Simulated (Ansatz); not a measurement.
# Thickness series of a HfN/AlN/TaN junction, part 3 of 9

Wanted: T(E), the conductance and its decay constant for HfN/AlN/TaN. The lower electrode is HfN rock salt(001), the upper one TaN rock salt(001); the barrier is AlN zinc blende(001) (N and N faces). In the first transport cell, after relaxation, the nearest pair of electrode and barrier is Hf–N at 2.28 Å, at a slant, at the lower face and Ta–N at 2.17 Å, at a slant, at the upper one. All share a net of side 3.203 Å, which strains the lower electrode by +0.0 %, the upper one by +2.5 % and the barrier by +2.9 %, against typed lattice constants near PBE's. The first steps treat the bulk electrodes alone.

Ansatz 0.2.0; PBE DFT, plane waves, PAW files (the session's first sound run).

So far: Set-up; The strained electrode, electrode HfN rock salt(001); Layer spacing of the electrode, electrode TaN rock salt(001).

### Step 4. Relaxing the interfaces

System of this step: HfN/AlN/TaN. The cell holds 25 atoms: 13 N, 4 Hf, 4 Al and 4 Ta. Cell: a = 3.203 Å, b = 3.203 Å, c = 41.728 Å, α = 90.0°, β = 90.0°, γ = 90.0°. Vacuum lies along c.

The starting distances are typed guesses, too rough for a quantity that is exponential in distance. A short slab in vacuum serves: only the barrier and the layers next to it are taken over, and later cells can add or drop layers in the barrier's middle. The dipole correction removes the field that unlike faces would set up across the vacuum.

Input file input.yaml:

```yaml
crystal:
  lattice:
    - [3.203, 0.0, 0.0]
    - [0.0, 3.203, 0.0]
    - [0.0, 0.0, 41.7284476094]
  atoms:
    - { symbol: "N", position: [0.5, 0.5, 0.1917157349] }
    - { symbol: Hf, position: [0.0, 0.0, 0.1917157349] }
    - { symbol: "N", position: [0.0, 0.0, 0.2459975502] }
    - { symbol: Hf, position: [0.5, 0.5, 0.2459975502] }
    - { symbol: "N", position: [0.5, 0.5, 0.3002793655] }
    - { symbol: Hf, position: [0.0, 0.0, 0.3002793655] }
    - { symbol: "N", position: [0.0, 0.0, 0.3545611808] }
    - { symbol: Hf, position: [0.5, 0.5, 0.3545611808] }
    - { symbol: "N", position: [0.5, 0.0, 0.4008771104] }
    - { symbol: Al, position: [0.5, 0.5, 0.4266939812] }
    - { symbol: "N", position: [0.0, 0.5, 0.4525108521] }
    - { symbol: Al, position: [0.0, 0.0, 0.4783277229] }
    - { symbol: "N", position: [0.5, 0.0, 0.5041445938] }
    - { symbol: Al, position: [0.5, 0.5, 0.5299614647] }
    - { symbol: "N", position: [0.0, 0.5, 0.5557783355] }
    - { symbol: Al, position: [0.0, 0.0, 0.5815952064] }
    - { symbol: "N", position: [0.5, 0.0, 0.6074120772] }
    - { symbol: "N", position: [0.0, 0.0, 0.6521608521] }
    - { symbol: Ta, position: [0.5, 0.5, 0.6521608521] }
    - { symbol: "N", position: [0.5, 0.5, 0.7042019898] }
    - { symbol: Ta, position: [0.0, 0.0, 0.7042019898] }
    - { symbol: "N", position: [0.0, 0.0, 0.7562431274] }
    - { symbol: Ta, position: [0.5, 0.5, 0.7562431274] }
    - { symbol: "N", position: [0.5, 0.5, 0.8082842651] }
    - { symbol: Ta, position: [0.0, 0.0, 0.8082842651] }
kpoints:
  mp_grid: { grid: [8, 8, 1] }
scf:
  occupations: { method: fermi_dirac, width: 0.1 }
  max_iter: 150
hamiltonian:
  xc: pbe
efield:
  axis: 3
  dipole_correction: true
relax:
  f_tol: 0.04
  max_steps: 60
output:
  forces: true
```

Started as:

```sh
$ ansatz run input.yaml --threads 8 --pin off --max-ram 24576MiB --backend cpu --events-out ev --progress --plain --runs-dir out
```

Numbers of over 12 decimals in the logs are rounded to 6 here.

Output:

```text
[...]
Crystal: 25 atoms, lattice volume = 428.101 Å³
Basis set: ecut = 420 eV, 8395 PW (Γ), exchange–correlation on 48×48×576 points (8 copies of the dense FFT grid, shifted against one another)
Bands: 142, of which v1, the nominal top of the filled ones, is band 117 counted from 1 (116 counted from 0)
Symmetry: 4 space group operations
[...]
k-points: 25 of 64
[...]
SCF iter   1: F=—  HF=-109781.586100 eV  |F-HF|=—  |Δ(HF+E_count)|=         —  Δρ=1.29e-2  dr2=3.35e1  ethr=1.77e-3  p=-0.057 e·Å  D=-2.42e-2 V/Å  ΔV_dip=1.01 eV  dr2_dipole=3.15e1  V_vac-E_F(+/−)=3.82/2.82 eV  ⟨swp⟩=8.1  Hψ=16453  notcnv=0  defer=30
efield: sawtooth ramp at fractional position 0.9500 (placed from the atoms, in the widest stretch of the axis that holds none; the zero of the levels goes with the place), width 0.1000; the density the first Hamiltonian is built on has a dipole p = -0.057 e·Å; the dipole correction subtracts the counter field D = -2.42e-2 V/Å, which shifts the + side's vacuum level by +1.01 eV against the − side's; the planar-averaged density in the ramp window peaks in size at 8.4e-5 e/Å³
[...]
SCF iter   2: F=—  HF=-109781.371680 eV  |F-HF|=—  |Δ(HF+E_count)|=   2.14e-1  Δρ=1.24e-2  dr2=1.23e1  ethr=1.77e-3  p=-0.020 e·Å  D=-8.41e-3 V/Å  ΔV_dip=0.35 eV  dr2_dipole=3.44e0  V_vac-E_F(+/−)=3.16/2.80 eV  ⟨swp⟩=2.3  Hψ=4646  notcnv=0  defer=113
[...]
SCF iter   8: F=-109781.279824 eV  HF=-109781.279842 eV  |F-HF|=1.77e-5  |Δ(HF+E_count)|=   6.98e-7  Δρ=2.56e-5  dr2=2.08e-5  ethr=1.72e-8  p=-0.031 e·Å  D=-1.30e-2 V/Å  ΔV_dip=0.54 eV  dr2_dipole=5.65e-7  V_vac-E_F(+/−)=3.34/2.80 eV  ⟨swp⟩=5.0  Hψ=12295  notcnv=0
WARN: efield: at this solve's end the planar-averaged density reaches 8.15e-5 e/Å³ inside the ramp window [0.9260, 0.0740] (bound 1e-5 e/Å³); the window's nearer edge stands 4.91 Å from this solve's nearest atom along the axis. Its work functions, free energy, forces, stress, dipole, levels and responses can be off, and this figure does not tell by how much. A short vacuum, a low `basis.ecutwfc` or `basis.ecutrho_ratio` and negative occupations (`scf.occupations.method`) can put density there. See the manual's quickstart, § The vacuum guard
SCF 1 converged in 8 iterations: F = -109781.279824 eV  dr2 = 2.08e-5
[...]
relax step   1: F+E_penalty+E_count = -109781.27982384 eV  Δ(F+E_penalty+E_count) = +0.000e0 eV  max|allowed force component| = 4.671e0 eV/Å  Δτ_max = 0.0000 Å  (8 SCF iters, dr2 threshold 4.00e-5 eV, accepted)
[...]
SCF iter   1: F=—  HF=-109783.888970 eV  |F-HF|=—  |Δ(HF+E_count)|=         —  Δρ=1.39e-2  dr2=4.69e0  ethr=2.01e-3  p=-0.031 e·Å  D=-1.30e-2 V/Å  ΔV_dip=0.54 eV  dr2_dipole=3.21e0  V_vac-E_F(+/−)=3.34/2.80 eV  ⟨swp⟩=1.0  Hψ=13209  notcnv=0  defer=63
efield: sawtooth ramp at fractional position 0.9500 (handed on by an earlier solve), width 0.1000; the density the first Hamiltonian is built on has a dipole p = -0.031 e·Å; the dipole correction subtracts the counter field D = -1.30e-2 V/Å, which shifts the + side's vacuum level by +0.54 eV against the − side's; the planar-averaged density in the ramp window peaks in size at 7.4e-5 e/Å³
[...]
SCF iter   2: F=—  HF=-109783.856104 eV  |F-HF|=—  |Δ(HF+E_count)|=   3.29e-2  Δρ=1.14e-2  dr2=6.90e-1  ethr=2.01e-3  p=-0.029 e·Å  D=-1.21e-2 V/Å  ΔV_dip=0.51 eV  dr2_dipole=1.37e-3  V_vac-E_F(+/−)=3.05/2.54 eV  ⟨swp⟩=3.4  Hψ=6897  notcnv=0  defer=69
[...]
SCF iter   7: F=-109783.702188 eV  HF=-109783.702240 eV  |F-HF|=5.13e-5  |Δ(HF+E_count)|=   1.93e-5  Δρ=6.24e-5  dr2=7.09e-5  ethr=4.29e-8  p=-0.035 e·Å  D=-1.49e-2 V/Å  ΔV_dip=0.62 eV  dr2_dipole=1.21e-5  V_vac-E_F(+/−)=2.99/2.37 eV  ⟨swp⟩=3.8  Hψ=14865  notcnv=0
[...]
SCF 2 converged in 7 iterations: F = -109783.702188 eV  dr2 = 7.09e-5
[...]
relax step   2: F+E_penalty+E_count = -109783.70218819 eV  Δ(F+E_penalty+E_count) = -2.422e0 eV  max|allowed force component| = 2.820e0 eV/Å  Δτ_max = 0.1949 Å  (7 SCF iters, dr2 threshold 1.00e-4 eV, accepted)
[...]
SCF iter   7: F=-109784.456807 eV  HF=-109784.456872 eV  |F-HF|=6.47e-5  |Δ(HF+E_count)|=   1.17e-5  Δρ=8.89e-5  dr2=6.59e-5  ethr=4.29e-8  p=-0.036 e·Å  D=-1.52e-2 V/Å  ΔV_dip=0.63 eV  dr2_dipole=1.36e-5  V_vac-E_F(+/−)=2.97/2.34 eV  ⟨swp⟩=3.2  Hψ=14376  notcnv=0
[...]
SCF 3 converged in 7 iterations: F = -109784.456807 eV  dr2 = 6.59e-5
relax step   3: F+E_penalty+E_count = -109784.45680699 eV  Δ(F+E_penalty+E_count) = -7.546e-1 eV  max|allowed force component| = 9.080e-1 eV/Å  Δτ_max = 0.1950 Å  (7 SCF iters, dr2 threshold 1.00e-4 eV, accepted)
[...]
relax step   4: F+E_penalty+E_count = -109784.60466274 eV  Δ(F+E_penalty+E_count) = -1.479e-1 eV  max|allowed force component| = 7.851e-1 eV/Å  Δτ_max = 0.2000 Å  (7 SCF iters, dr2 threshold 8.55e-5 eV, accepted)
[...]
relax step   5: F+E_penalty+E_count = -109784.65319162 eV  Δ(F+E_penalty+E_count) = -4.853e-2 eV  max|allowed force component| = 2.403e-1 eV/Å  Δτ_max = 0.0716 Å  (6 SCF iters, dr2 threshold 6.39e-5 eV, accepted)
[...]
relax step   6: F+E_penalty+E_count = -109784.65916461 eV  Δ(F+E_penalty+E_count) = -5.973e-3 eV  max|allowed force component| = 1.579e-1 eV/Å  Δτ_max = 0.0296 Å  (6 SCF iters, dr2 threshold 5.41e-6 eV, accepted)
[...]
relax step   7: F+E_penalty+E_count = -109784.66052218 eV  Δ(F+E_penalty+E_count) = -1.358e-3 eV  max|allowed force component| = 4.086e-2 eV/Å  Δτ_max = 0.0085 Å  (5 SCF iters, dr2 threshold 2.34e-6 eV, accepted)
SCF iter   1: F=—  HF=-109784.660478 eV  |F-HF|=—  |Δ(HF+E_count)|=         —  Δρ=4.45e-4  dr2=4.60e-3  ethr=2.75e-5  p=-0.035 e·Å  D=-1.50e-2 V/Å  ΔV_dip=0.62 eV  dr2_dipole=4.17e-4  V_vac-E_F(+/−)=3.02/2.39 eV  ⟨swp⟩=2.0  Hψ=5275  notcnv=0  defer=104
[...]
SCF iter   7: F=-109784.660701 eV  HF=-109784.660701 eV  |F-HF|=1.22e-8  |Δ(HF+E_count)|=   7.70e-8  Δρ=2.00e-6  dr2=2.38e-8  ethr=4.29e-11  p=-0.036 e·Å  D=-1.51e-2 V/Å  ΔV_dip=0.63 eV  dr2_dipole=7.07e-9  V_vac-E_F(+/−)=3.02/2.39 eV  ⟨swp⟩=4.1  Hψ=10823  notcnv=0
[...]
SCF 8 converged in 7 iterations: F = -109784.660701 eV  dr2 = 2.38e-8
relax step   8: F+E_penalty+E_count = -109784.66070122 eV  Δ(F+E_penalty+E_count) = -1.790e-4 eV  max|allowed force component| = 1.205e-2 eV/Å  Δτ_max = 0.0060 Å  (7 SCF iters, accepted)
SCF converged after 7 iterations
Free energy (F): -109784.660701 eV
[...]
Internal energy: -109784.477699 eV  (E = F + TS)
E sigma→0 (E₀):  -109784.569200 eV
Entropy (-TS):   -0.183002 eV (-7.320 meV/atom)
Fermi energy:    10.151187 eV
Dipole field:    D = -0.015185 V/Å  (p = -0.035925 e·Å, saw-weighted, corrected)
Work function:   Φ+ = 3.0176 eV   Φ− = 2.3839 eV
Levels:          The Fermi level and band energies are counted from a zero that moves with the ramp; work functions are not
Vacuum region:   at the solve's end the planar-averaged density reaches 1.65e-5 e/Å³ inside the ramp window [0.9260, 0.0740] (bound 1e-5 e/Å³)
[...]
--- Forces (eV/Å), atoms counted from 1 ---
  atom   1  N      0.00000000     0.00000000     0.00072227
  atom   2  Hf     0.00000000     0.00000000     0.00092380
  atom   3  N      0.00000000     0.00000000     0.00270148
  atom   4  Hf     0.00000000     0.00000000    -0.00093687
  atom   5  N      0.00000000     0.00000000     0.00229246
  atom   6  Hf     0.00000000     0.00000000    -0.00163488
  atom   7  N      0.00000000     0.00000000    -0.00099910
  atom   8  Hf     0.00000000     0.00000000    -0.00351803
  atom   9  N      0.00000000     0.00000000     0.00320460
  atom  10  Al     0.00000000     0.00000000    -0.00198213
  atom  11  N      0.00000000     0.00000000    -0.00146585
  atom  12  Al     0.00000000     0.00000000     0.00447690
  atom  13  N      0.00000000     0.00000000    -0.00702103
  atom  14  Al     0.00000000     0.00000000     0.00496218
  atom  15  N      0.00000000     0.00000000    -0.00081365
  atom  16  Al     0.00000000     0.00000000    -0.00407481
  atom  17  N      0.00000000     0.00000000    -0.01204827
  atom  18  N      0.00000000     0.00000000     0.00547342
  atom  19  Ta     0.00000000     0.00000000    -0.00522379
  atom  20  N      0.00000000     0.00000000     0.00481726
  atom  21  Ta     0.00000000     0.00000000     0.00704284
  atom  22  N      0.00000000     0.00000000    -0.00074932
  atom  23  Ta     0.00000000     0.00000000     0.00386867
  atom  24  N      0.00000000     0.00000000    -0.00219595
  atom  25  Ta     0.00000000     0.00000000     0.00224147
  max |Σ_I F_I| component: 6.37e-5 eV/Å
--- Relaxed structure (8 steps of the walk, 8 accepted, 0 SCFs on fresh bases) ---
  F+E_penalty+E_count = -109784.66070122 eV   max|allowed force component| = 1.205e-2 eV/Å
  atoms:
    - { symbol: N, position: [0.500000, 0.500000, 0.183677] }
    - { symbol: Hf, position: [0.0, 0.0, 0.188954] }
    - { symbol: N, position: [0.0, 0.0, 0.241817] }
    - { symbol: Hf, position: [0.500000, 0.500000, 0.240370] }
    - { symbol: N, position: [0.500000, 0.500000, 0.296231] }
    - { symbol: Hf, position: [0.0, 0.0, 0.297797] }
    - { symbol: N, position: [0.0, 0.0, 0.347633] }
    - { symbol: Hf, position: [0.500000, 0.500000, 0.363559] }
    - { symbol: N, position: [0.500000, 0.0, 0.402405] }
    - { symbol: Al, position: [0.500000, 0.500000, 0.430589] }
    - { symbol: N, position: [0.0, 0.500000, 0.456028] }
    - { symbol: Al, position: [0.0, 0.0, 0.481611] }
    - { symbol: N, position: [0.500000, 0.0, 0.506991] }
    - { symbol: Al, position: [0.500000, 0.500000, 0.532588] }
    - { symbol: N, position: [0.0, 0.500000, 0.558013] }
    - { symbol: Al, position: [0.0, 0.0, 0.583791] }
    - { symbol: N, position: [0.500000, 0.0, 0.608754] }
    - { symbol: N, position: [0.0, 0.0, 0.657336] }
    - { symbol: Ta, position: [0.500000, 0.500000, 0.643789] }
    - { symbol: N, position: [0.500000, 0.500000, 0.701666] }
    - { symbol: Ta, position: [0.0, 0.0, 0.705728] }
    - { symbol: N, position: [0.0, 0.0, 0.758369] }
    - { symbol: Ta, position: [0.500000, 0.500000, 0.757116] }
    - { symbol: N, position: [0.500000, 0.500000, 0.813319] }
    - { symbol: Ta, position: [0.0, 0.0, 0.806056] }
```

Elapsed: 2.9 min, on 8 threads of Arm Neoverse V2, shared host; peak memory 3 GiB.

This run has no spin polarisation although its electron count is odd.

The steps of the relaxation:

| step | energy less that of the first step (eV) | largest force component (eV/Å) |
| --- | --- | --- |
| 1 | 0.0000 | 4.6714 |
| 2 | -2.4224 | 2.8199 |
| 3 | -3.1770 | 0.9080 |
| 4 | -3.3248 | 0.7851 |
| 5 | -3.3734 | 0.2403 |
| 6 | -3.3793 | 0.1579 |
| 7 | -3.3807 | 0.0409 |
| 8 | -3.3809 | 0.0121 |

The run keeps the 4 symmetry operations that it works with, so distortions that break them were not tested.

The atoms that moved most (Å):

| atom | dx | dy | dz | length |
| --- | --- | --- | --- | --- |
| Hf8 | 0.000 | 0.000 | 0.375 | 0.375 |
| Ta19 | 0.000 | 0.000 | -0.349 | 0.349 |
| N1 | 0.000 | 0.000 | -0.335 | 0.335 |
| N7 | 0.000 | 0.000 | -0.289 | 0.289 |
| Hf4 | 0.000 | 0.000 | -0.235 | 0.235 |
| N18 | 0.000 | 0.000 | 0.216 | 0.216 |
| N24 | 0.000 | 0.000 | 0.210 | 0.210 |
| N3 | 0.000 | 0.000 | -0.174 | 0.174 |

The relaxed structure:

```cif
data_structure
_symmetry_space_group_name_H-M 'P 1'
_symmetry_Int_Tables_number 1
_cell_length_a 3.2030
_cell_length_b 3.2030
_cell_length_c 41.7284
_cell_angle_alpha 90.000
_cell_angle_beta 90.000
_cell_angle_gamma 90.000
_cell_volume 428.10
loop_
_atom_site_label
_atom_site_type_symbol
_atom_site_fract_x
_atom_site_fract_y
_atom_site_fract_z
_atom_site_occupancy
N1 N 0.50000 0.50000 0.18368 1
Hf2 Hf 0.00000 0.00000 0.18895 1
N3 N 0.00000 0.00000 0.24182 1
Hf4 Hf 0.50000 0.50000 0.24037 1
N5 N 0.50000 0.50000 0.29623 1
Hf6 Hf 0.00000 0.00000 0.29780 1
N7 N 0.00000 0.00000 0.34763 1
Hf8 Hf 0.50000 0.50000 0.36356 1
N9 N 0.50000 0.00000 0.40241 1
Al10 Al 0.50000 0.50000 0.43059 1
N11 N 0.00000 0.50000 0.45603 1
Al12 Al 0.00000 0.00000 0.48161 1
N13 N 0.50000 0.00000 0.50699 1
Al14 Al 0.50000 0.50000 0.53259 1
N15 N 0.00000 0.50000 0.55801 1
Al16 Al 0.00000 0.00000 0.58379 1
N17 N 0.50000 0.00000 0.60875 1
N18 N 0.00000 0.00000 0.65734 1
Ta19 Ta 0.50000 0.50000 0.64379 1
N20 N 0.50000 0.50000 0.70167 1
Ta21 Ta 0.00000 0.00000 0.70573 1
N22 N 0.00000 0.00000 0.75837 1
Ta23 Ta 0.50000 0.50000 0.75712 1
N24 N 0.50000 0.50000 0.81332 1
Ta25 Ta 0.00000 0.00000 0.80606 1
```

This step gave:

| Property | Result |
| --- | --- |
| free energy | -109784.6607 eV |
| Fermi energy | 10.15 eV |

The largest force component on a free atom ends at 0.012 eV/Å. At one or more of this run's solves the program warned of density in the dipole ramp over its bound, where dipole, forces and levels can be off.

(Part 3 of 9 ends here.)

[Logs are printed without paths, hosts, clocks, repeated set-up lines and the standing remarks that a program may print on its own settings, such as how far it seeks lower states.]

[Hosts, paths, dates, database ids (printed as entryN), source tags and the programs' standing remarks are cut or masked in the printed files.]
